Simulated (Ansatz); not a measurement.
Values for one crystal, relaxed and computed with r²SCAN in the plane-wave PAW code Ansatz; other levels are named.

```yaml
volume_per_atom: 9.37 Å³
band_gap: 1.16 eV (indirect)
hole_effective_mass: 0.28, 1.1, 4.0 mₑ (principal values)
electron_effective_mass: 0.19, 0.19, 0.46 mₑ (principal values)
Poisson's ratio: 0.23
valence_band_maximum: on the K–Γ line, 53 % of the way from K
Formation energy from the elements (no fitted shifts): -0.17 eV/atom
```

### Question
Pick the material that matches.
A) RbBr, rock salt
B) ZrO2, CdI2 type
C) GaN, rock salt
D) CsBr, CsCl type

### Answer
C, GaN, rock salt

Space group Fm-3m (rock salt). This is a known high-pressure phase of the composition, computed here at zero pressure and temperature. Symmetry was held in the r²SCAN relaxation; whether a distortion lowers the energy is not shown. The references are the lowest solids computed at this level, not always the standard phases (solids in place of the gases). Scalar-relativistic: spin–orbit coupling is off unless named, which matters more the heavier the elements.

Potentials: the later of the program's two PAW sets.
